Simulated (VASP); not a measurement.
# Mo (Im-3m) in VASP: notebook

Runs on Mo. Level: LDA. Tasks: single point.

All numbers are computed with VASP 6.6.1; they aren't measurements. Logs are shortened: lines on timing, memory, paths and dates and some standing lists are left out, and cuts for length are marked.

**1. Starting point**

The structure is cubic, space group Im-3m (No. 229). The conventional cell has a = 3.168 Å, b = 3.168 Å, c = 3.168 Å, α = 90.00°, β = 90.00°, γ = 90.00°. Mo (site symmetry m-3m) is surrounded by 8 Mo at 2.74 Å.

**2. Single point, LDA (grid = ENCUT=400 dk=0.35 cell=3x3x3 ISMEAR=1 SIGMA=0.1 LREAL=Auto EDIFF=1e-06)**

Input file INCAR:

```
SYSTEM = Mo
PREC = Accurate
ENCUT = 400
EDIFF = 1E-6
ISMEAR = 1
SIGMA = 0.1
LREAL = Auto
LASPH = .True.
NELM = 120
ALGO = Fast
ISIF = 2
LWAVE = .False.
LCHARG = .False.
GGA = CA
NBANDS = 208
```

Input file KPOINTS:

```
regular mesh
0
Gamma
  3 3 3
  0 0 0
```

Input file POSCAR:

```
Mo
1.0
   -4.7514269157      4.7514269157      4.7514269157
    4.7514269157     -4.7514269157      4.7514269157
    4.7514269157      4.7514269157     -4.7514269157
Mo
26
Direct
    0.0000000000      0.0000000000      0.3333333333
    0.0000000000      0.0000000000      0.6666666667
    0.0000000000      0.3333333333      0.0000000000
    0.0000000000      0.3333333333      0.3333333333
    0.0000000000      0.3333333333      0.6666666667
    0.0000000000      0.6666666667      0.0000000000
    0.0000000000      0.6666666667      0.3333333333
    0.0000000000      0.6666666667      0.6666666667
    0.3333333333      0.0000000000      0.0000000000
    0.3333333333      0.0000000000      0.3333333333
    0.3333333333      0.0000000000      0.6666666667
    0.3333333333      0.3333333333      0.0000000000
    0.3333333333      0.3333333333      0.3333333333
    0.3333333333      0.3333333333      0.6666666667
    0.3333333333      0.6666666667      0.0000000000
    0.3333333333      0.6666666667      0.3333333333
    0.3333333333      0.6666666667      0.6666666667
    0.6666666667      0.0000000000      0.0000000000
    0.6666666667      0.0000000000      0.3333333333
    0.6666666667      0.0000000000      0.6666666667
    0.6666666667      0.3333333333      0.0000000000
    0.6666666667      0.3333333333      0.3333333333
    0.6666666667      0.3333333333      0.6666666667
    0.6666666667      0.6666666667      0.0000000000
    0.6666666667      0.6666666667      0.3333333333
    0.6666666667      0.6666666667      0.6666666667
```

Potentials or basis: VASP PAW LDA potentials, release 64 (Mo_sv).

On the command line:

```sh
$ cat potpaw_LDA.64/Mo_sv/POTCAR > POTCAR
$ mpirun -np 1 vasp_std > vasp.out
```

OUTCAR:

```text
SYSTEM = Mo
   PREC = Accurate
   ENCUT = 400
   EDIFF = 1E-6
   ISMEAR = 1
   LREAL = Auto
   LASPH = .True.
   NELM = 120
   ISIF = 2
   GGA = CA

 Found      4 irreducible k-points:

 Following reciprocal coordinates:
            Coordinates               Weight
  0.000000  0.000000  0.000000      1.000000
  0.333333  0.000000  0.000000     12.000000
  0.333333  0.333333  0.000000      8.000000
 -0.333333  0.333333  0.333333      6.000000
   k-points           NKPTS =      4   k-points in BZ     NKDIM =      4   number of bands    NBANDS=    208
   number of dos      NEDOS =    301   number of ions     NIONS =     26
   total plane-waves  NPLWV = 157464
   dimension x,y,z NGX =    54 NGY =   54 NGZ =   54
   dimension x,y,z NGXF=   108 NGYF=  108 NGZF=  108
   ions per type =              26
   NGX,Y,Z   is equivalent  to a cutoff of  10.91, 10.91, 10.91 a.u.
   NGXF,Y,Z  is equivalent  to a cutoff of  21.82, 21.82, 21.82 a.u.
 SYSTEM =  Mo
   PREC   = accura    normal or accurate (medium, high low for compatibility)
   ISTART =      0    job   : 0-new  1-cont  2-samecut
   ICHARG =      2    charge: 1-file 2-atom 10-const
   ISPIN  =      1    spin polarized calculation?
   LNONCOLLINEAR =      F non collinear calculations
   LSORBIT =      F    spin-orbit coupling
   LASPH  =      T    aspherical Exc in radial PAW
   ENCUT  =  400.0 eV  29.40 Ry    5.42 a.u.  13.42 13.42 13.42*2*pi/ulx,y,z
   NELM   =    120;   NELMIN=  2; NELMDL= -5     # of ELM steps
   EDIFF  = 0.1E-05   stopping-criterion for ELM
   LREAL  =      T    real-space projection
   EDIFFG = 0.1E-04   stopping-criterion for IOM
   NSW    =      0    number of steps for IOM
   IBRION =     -1    ionic relax: 0-MD 1-quasi-New 2-CG
   NFREE  =      0    steps in history (QN), initial steepest desc. (CG)
   ISIF   =      2    stress and relaxation
   ISYM   =      2    0-nonsym 1-usesym 2-fastsym
   POTIM  = 0.5000    time-step for ionic-motion
   TEBEG  =    0.0;   TEEND  =   0.0 temperature during run
   PSTRESS=    0.0 pullay stress
   NELECT =     364.0000    total number of electrons
   NUPDOWN=      -1.0000    fix difference up-down
   EMIN   =  10.00;   EMAX   =-10.00  energy-range for DOS
   EFERMI =   0.00;   METHOD = LEGACY
   ISMEAR =     1;   SIGMA  =   0.10  broadening in eV -4-tet -1-fermi 0-gaus
   EFERMI_NEDOS =   21; number of points for ismear=-14 and -15
   IALGO  =     68    algorithm
   IMIX   =      4    mixing-type and parameters
     AMIX     =   0.40;   BMIX     =  1.00
     AMIX_MAG =   1.60;   BMIX_MAG =  1.00
  volume/ion in A,a.u.               =      16.50       111.37
  Fermi-wavevector in a.u.,A,eV,Ry     =   1.549760  2.928623 32.677894  2.401757
  Thomas-Fermi vector in A             =   2.654521
   LORBIT       =      0    0 simple, 1 ext, 2 COOP (PROOUT), +10 PAW based schemes
   GGA     = CA    functional components
   LHFCALC =     F    Hartree Fock is set to
   AEXX    =    0.0000 exact exchange contribution
   IVDW    =     0    specifies the selected vdW correction
   LEPSILON=     F    determine dielectric tensor
   LRPA    =     F    only Hartree local field effects (RPA)
 non-spin polarized calculation
 RMM-DIIS sequential band-by-band and
 Methfessel and Paxton  Order N= 1 SIGMA  =   0.10
  energy-cutoff  :      400.00
  volume of cell :      429.07
 maximum number of plane-waves:      7803
 NGX is ok and might be reduce to    54
   NGX = 27   NGY = 27   NGZ = 27

 number of electron     364.0000144 magnetization

 Free energy of the ion-electron system (eV)
  ---------------------------------------------------
  ext. energy  EPLUGINS =         0.00000000
  ---------------------------------------------------
  free energy    TOTEN  =      -311.23454865 eV

  energy without entropy =     -311.26363370  energy(sigma->0) =     -311.24424367

 E-fermi :  11.3890     XC(G=0): -13.2541

 val. band max:       11.3138244038   @ k =   0.3333   0.0000   0.0000
 cond. band min:      11.4707137320   @ k =  -0.3333   0.3333   0.3333
 fundamental gap:      0.1568893282
 Fermi energy:        11.3889600314

 k-point     1 :       0.0000    0.0000    0.0000
  band No.  band energies     occupation
      1     -49.3992      2.00000
      2     -49.2726      2.00000
      3     -49.2726      2.00000
      4     -49.2726      2.00000
      5     -49.2194      2.00000
      6     -49.2194      2.00000
[... 186 lines left out ...]
    193      12.9676     -0.00000
    194      12.9707     -0.00000

 k-point     2 :       0.3333    0.0000    0.0000
  band No.  band energies     occupation
      1     -49.3754      2.00000
      2     -49.3133      2.00000
      3     -49.2791      2.00000
      4     -49.2712      2.00000
      5     -49.2267      2.00000
      6     -49.2215      2.00000
[... 186 lines left out ...]
    193      12.6252     -0.00000
    194      12.6387     -0.00000

 k-point     3 :       0.3333    0.3333    0.0000
  band No.  band energies     occupation
      1     -49.3405      2.00000
      2     -49.3405      2.00000
      3     -49.3101      2.00000
      4     -49.2393      2.00000
      5     -49.2393      2.00000
      6     -49.2376      2.00000
[... 186 lines left out ...]
    193      12.2138     -0.00000
    194      12.4089     -0.00000

 k-point     4 :      -0.3333    0.3333    0.3333
  band No.  band energies     occupation
      1     -49.3528      2.00000
      2     -49.3088      2.00000
      3     -49.2875      2.00000
      4     -49.2875      2.00000
      5     -49.2595      2.00000
      6     -49.2157      2.00000
[... 186 lines left out ...]
    193      11.8930     -0.00000
    194      11.9033     -0.00000
 [bands above 194 left out]

------------------------ aborting loop because EDIFF is reached ----------------------------------------

  FORCE on cell =-STRESS in cart. coord.  units (eV):
  Direction    XX          YY          ZZ          XY          YZ          ZX
  --------------------------------------------------------------------------------------
  -------------------------------------------------------------------------------------
  Total      -42.2326986    -42.2326986    -42.2326986     -0.0000000      0.0000000      0.0000000
  in kB     -157.6983913   -157.6983913   -157.6983913     -0.0000000      0.0000000      0.0000000
  external PRESSURE =    -157.6983913 kB  Pullay stress =       0.0000000 kB

 VOLUME and BASIS-vectors are now :
 -----------------------------------------------------------------------------
  energy-cutoff  :      400.00
  volume of cell :      429.07
      direct lattice vectors                 reciprocal lattice vectors
    -4.751426916  4.751426916  4.751426916     0.000000000  0.105231546  0.105231546
     4.751426916 -4.751426916  4.751426916     0.105231546  0.000000000  0.105231546
     4.751426916  4.751426916 -4.751426916     0.105231546  0.105231546  0.000000000

 POSITION                                       TOTAL-FORCE (eV/Angst)
 -----------------------------------------------------------------------------------
      1.58381      1.58381     -1.58381         0.069557      0.069557     -0.069557
      3.16762      3.16762     -3.16762        -0.069557     -0.069557      0.069557
      1.58381     -1.58381      1.58381         0.069557     -0.069557      0.069557
      3.16762      0.00000      0.00000        -0.216640      0.000000      0.000000
      4.75143      1.58381     -1.58381        -0.000000      0.140977     -0.140977
      3.16762     -3.16762      3.16762        -0.069557      0.069557     -0.069557
[... 18 lines left out ...]
      1.58381      1.58381      4.75143         0.140977      0.140977      0.000000
      3.16762      3.16762      3.16762        -0.069557     -0.069557     -0.069557
 -----------------------------------------------------------------------------------
    total drift:                                0.000000      0.000000      0.000000

  FREE ENERGIE OF THE ION-ELECTRON SYSTEM (eV)
  ---------------------------------------------------
  free  energy   TOTEN  =      -311.2345486515 eV

  energy  without entropy=     -311.2636336992  energy(sigma->0) =     -311.24424367
```

It took 7.2 min on 1 thread of Intel Xeon Platinum 8488C (Sapphire Rapids), shared host; peak memory 0.38 GiB.

The run converged, but some of its settings lie outside the range that counts as converged, so its numbers aren't taken as properties of the crystal.

Results:

```
Free energy            : -311.2345 eV
Pressure               : -15.8 GPa
Largest force          : 0.217 eV/Å
Band gap on the k mesh : none (metal or under the smearing width)
```

**3. Single point, LDA (grid = ENCUT=400 dk=0.35 cell=3x3x3 ISMEAR=1 SIGMA=0.2 LREAL=Auto EDIFF=1e-06)**

INCAR: that of step 2 with these lines changed.

```diff
@@ -5,3 +5,3 @@
 ISMEAR = 1
-SIGMA = 0.1
+SIGMA = 0.2
 LREAL = Auto
```

KPOINTS is that of step 2.

POSCAR is that of step 2.

Potentials or basis: VASP PAW LDA potentials, release 64 (Mo_sv).

On the command line:

```sh
$ cat potpaw_LDA.64/Mo_sv/POTCAR > POTCAR
$ mpirun -np 1 vasp_std > vasp.out
```

Wall time 7.2 min (1 thread of Intel Xeon Platinum 8488C (Sapphire Rapids), shared host); peak memory 0.39 GiB.

These settings aren't checked as converged: the numbers below hold their error.

What came out:

```yaml
Free_energy: -311.2021 eV
Pressure: -15.8 GPa
Largest_force: 0.228 eV/Å
Band_gap_on_the_k_mesh: none (metal or under the smearing width)
```

**4. Single point, LDA (grid = ENCUT=400 dk=0.35 cell=3x3x3 ISMEAR=1 SIGMA=0.1 LREAL=Auto EDIFF=0.0001)**

INCAR: that of step 3 with these lines changed.

```diff
@@ -3,5 +3,5 @@
 ENCUT = 400
-EDIFF = 1E-6
+EDIFF = 1E-4
 ISMEAR = 1
-SIGMA = 0.2
+SIGMA = 0.1
 LREAL = Auto
```

KPOINTS is that of step 3.

POSCAR is that of step 3.

Potentials or basis: VASP PAW LDA potentials, release 64 (Mo_sv).

On the command line:

```sh
$ cat potpaw_LDA.64/Mo_sv/POTCAR > POTCAR
$ mpirun -np 1 vasp_std > vasp.out
```

OUTCAR:

```text
SYSTEM = Mo
   PREC = Accurate
   ENCUT = 400
   EDIFF = 1E-4
   ISMEAR = 1
   LREAL = Auto
   LASPH = .True.
   NELM = 120
   ISIF = 2
   GGA = CA

 Found      4 irreducible k-points:

 Following reciprocal coordinates:
            Coordinates               Weight
  0.000000  0.000000  0.000000      1.000000
  0.333333  0.000000  0.000000     12.000000
  0.333333  0.333333  0.000000      8.000000
 -0.333333  0.333333  0.333333      6.000000
   k-points           NKPTS =      4   k-points in BZ     NKDIM =      4   number of bands    NBANDS=    208
   number of dos      NEDOS =    301   number of ions     NIONS =     26
   total plane-waves  NPLWV = 157464
   dimension x,y,z NGX =    54 NGY =   54 NGZ =   54
   dimension x,y,z NGXF=   108 NGYF=  108 NGZF=  108
   ions per type =              26
   NGX,Y,Z   is equivalent  to a cutoff of  10.91, 10.91, 10.91 a.u.
   NGXF,Y,Z  is equivalent  to a cutoff of  21.82, 21.82, 21.82 a.u.
 SYSTEM =  Mo
   PREC   = accura    normal or accurate (medium, high low for compatibility)
   ISTART =      0    job   : 0-new  1-cont  2-samecut
   ICHARG =      2    charge: 1-file 2-atom 10-const
   ISPIN  =      1    spin polarized calculation?
   LNONCOLLINEAR =      F non collinear calculations
   LSORBIT =      F    spin-orbit coupling
   LASPH  =      T    aspherical Exc in radial PAW
   ENCUT  =  400.0 eV  29.40 Ry    5.42 a.u.  13.42 13.42 13.42*2*pi/ulx,y,z
   NELM   =    120;   NELMIN=  2; NELMDL= -5     # of ELM steps
   EDIFF  = 0.1E-03   stopping-criterion for ELM
   LREAL  =      T    real-space projection
   EDIFFG = 0.1E-02   stopping-criterion for IOM
   NSW    =      0    number of steps for IOM
   IBRION =     -1    ionic relax: 0-MD 1-quasi-New 2-CG
   NFREE  =      0    steps in history (QN), initial steepest desc. (CG)
   ISIF   =      2    stress and relaxation
   ISYM   =      2    0-nonsym 1-usesym 2-fastsym
   POTIM  = 0.5000    time-step for ionic-motion
   TEBEG  =    0.0;   TEEND  =   0.0 temperature during run
   PSTRESS=    0.0 pullay stress
   NELECT =     364.0000    total number of electrons
   NUPDOWN=      -1.0000    fix difference up-down
   EMIN   =  10.00;   EMAX   =-10.00  energy-range for DOS
   EFERMI =   0.00;   METHOD = LEGACY
   ISMEAR =     1;   SIGMA  =   0.10  broadening in eV -4-tet -1-fermi 0-gaus
   EFERMI_NEDOS =   21; number of points for ismear=-14 and -15
   IALGO  =     68    algorithm
   IMIX   =      4    mixing-type and parameters
     AMIX     =   0.40;   BMIX     =  1.00
     AMIX_MAG =   1.60;   BMIX_MAG =  1.00
  volume/ion in A,a.u.               =      16.50       111.37
  Fermi-wavevector in a.u.,A,eV,Ry     =   1.549760  2.928623 32.677894  2.401757
  Thomas-Fermi vector in A             =   2.654521
   LORBIT       =      0    0 simple, 1 ext, 2 COOP (PROOUT), +10 PAW based schemes
   GGA     = CA    functional components
   LHFCALC =     F    Hartree Fock is set to
   AEXX    =    0.0000 exact exchange contribution
   IVDW    =     0    specifies the selected vdW correction
   LEPSILON=     F    determine dielectric tensor
   LRPA    =     F    only Hartree local field effects (RPA)
 non-spin polarized calculation
 RMM-DIIS sequential band-by-band and
 Methfessel and Paxton  Order N= 1 SIGMA  =   0.10
  energy-cutoff  :      400.00
  volume of cell :      429.07
 maximum number of plane-waves:      7803
 NGX is ok and might be reduce to    54
   NGX = 27   NGY = 27   NGZ = 27

 number of electron     364.0000145 magnetization

 Free energy of the ion-electron system (eV)
  ---------------------------------------------------
  ext. energy  EPLUGINS =         0.00000000
  ---------------------------------------------------
  free energy    TOTEN  =      -311.23452334 eV

  energy without entropy =     -311.26362139  energy(sigma->0) =     -311.24422269

 E-fermi :  11.3891     XC(G=0): -13.2541

 val. band max:       11.3139056941   @ k =   0.3333   0.0000   0.0000
 cond. band min:      11.4709094040   @ k =  -0.3333   0.3333   0.3333
 fundamental gap:      0.1570037100
 Fermi energy:        11.3890681044

 k-point     1 :       0.0000    0.0000    0.0000
  band No.  band energies     occupation
      1     -49.3991      2.00000
      2     -49.2726      2.00000
      3     -49.2726      2.00000
      4     -49.2726      2.00000
      5     -49.2194      2.00000
      6     -49.2194      2.00000
[... 186 lines left out ...]
    193      12.9694     -0.00000
    194      12.9735     -0.00000

 k-point     2 :       0.3333    0.0000    0.0000
  band No.  band energies     occupation
      1     -49.3753      2.00000
      2     -49.3133      2.00000
      3     -49.2791      2.00000
      4     -49.2712      2.00000
      5     -49.2267      2.00000
      6     -49.2215      2.00000
[... 186 lines left out ...]
    193      12.6259     -0.00000
    194      12.6407     -0.00000

 k-point     3 :       0.3333    0.3333    0.0000
  band No.  band energies     occupation
      1     -49.3405      2.00000
      2     -49.3405      2.00000
      3     -49.3101      2.00000
      4     -49.2393      2.00000
      5     -49.2393      2.00000
      6     -49.2375      2.00000
[... 186 lines left out ...]
    193      12.2139     -0.00000
    194      12.4093     -0.00000

 k-point     4 :      -0.3333    0.3333    0.3333
  band No.  band energies     occupation
      1     -49.3527      2.00000
      2     -49.3088      2.00000
      3     -49.2875      2.00000
      4     -49.2875      2.00000
      5     -49.2595      2.00000
      6     -49.2157      2.00000
[... 186 lines left out ...]
    193      11.8931     -0.00000
    194      11.9034     -0.00000
 [bands above 194 left out]

------------------------ aborting loop because EDIFF is reached ----------------------------------------

  FORCE on cell =-STRESS in cart. coord.  units (eV):
  Direction    XX          YY          ZZ          XY          YZ          ZX
  --------------------------------------------------------------------------------------
  -------------------------------------------------------------------------------------
  Total      -42.2588888    -42.2588888    -42.2588888     -0.0000000     -0.0000000     -0.0000000
  in kB     -157.7961867   -157.7961867   -157.7961867     -0.0000000     -0.0000000     -0.0000000
  external PRESSURE =    -157.7961867 kB  Pullay stress =       0.0000000 kB

 VOLUME and BASIS-vectors are now :
 -----------------------------------------------------------------------------
  energy-cutoff  :      400.00
  volume of cell :      429.07
      direct lattice vectors                 reciprocal lattice vectors
    -4.751426916  4.751426916  4.751426916     0.000000000  0.105231546  0.105231546
     4.751426916 -4.751426916  4.751426916     0.105231546  0.000000000  0.105231546
     4.751426916  4.751426916 -4.751426916     0.105231546  0.105231546  0.000000000

 POSITION                                       TOTAL-FORCE (eV/Angst)
 -----------------------------------------------------------------------------------
      1.58381      1.58381     -1.58381         0.069251      0.069251     -0.069251
      3.16762      3.16762     -3.16762        -0.069251     -0.069251      0.069251
      1.58381     -1.58381      1.58381         0.069251     -0.069251      0.069251
      3.16762      0.00000      0.00000        -0.216999     -0.000000      0.000000
      4.75143      1.58381     -1.58381         0.000000      0.141331     -0.141331
      3.16762     -3.16762      3.16762        -0.069251      0.069251     -0.069251
[... 18 lines left out ...]
      1.58381      1.58381      4.75143         0.141331      0.141331      0.000000
      3.16762      3.16762      3.16762        -0.069251     -0.069251     -0.069251
 -----------------------------------------------------------------------------------
    total drift:                                0.000000      0.000000      0.000000

  FREE ENERGIE OF THE ION-ELECTRON SYSTEM (eV)
  ---------------------------------------------------
  free  energy   TOTEN  =      -311.2345233355 eV

  energy  without entropy=     -311.2636213896  energy(sigma->0) =     -311.24422269
```

Wall time 5.8 min (1 thread of Intel Xeon Platinum 8488C (Sapphire Rapids), shared host); peak memory 0.37 GiB.

The run converged, but some of its settings lie outside the range that counts as converged, so its numbers aren't taken as properties of the crystal.

Results:

```
Free energy            : -311.2345 eV
Pressure               : -15.8 GPa
Largest force          : 0.217 eV/Å
Band gap on the k mesh : none (metal or under the smearing width)
```

**5. Single point, LDA (grid = ENCUT=520 dk=0.35 cell=3x3x3 ISMEAR=1 SIGMA=0.1 LREAL=Auto EDIFF=1e-06)**

INCAR: that of step 4 with these lines changed.

```diff
@@ -2,4 +2,4 @@
 PREC = Accurate
-ENCUT = 400
-EDIFF = 1E-4
+ENCUT = 520
+EDIFF = 1E-6
 ISMEAR = 1
```

KPOINTS is that of step 4.

POSCAR is that of step 4.

On the command line:

```sh
$ cat potpaw_LDA.64/Mo_sv/POTCAR > POTCAR
$ mpirun -np 1 vasp_std > vasp.out
```

It took 11 min on 1 thread of Intel Xeon Platinum 8488C (Sapphire Rapids), shared host; peak memory 0.55 GiB.

The run converged, but some of its settings lie outside the range that counts as converged, so its numbers aren't taken as properties of the crystal.

Results:

- Free energy: -311.2713 eV
- Pressure: -15.2 GPa
- Largest force: 0.217 eV/Å
- Band gap on the k mesh: none (metal or under the smearing width)

(Part 1 of 2 ends here.)
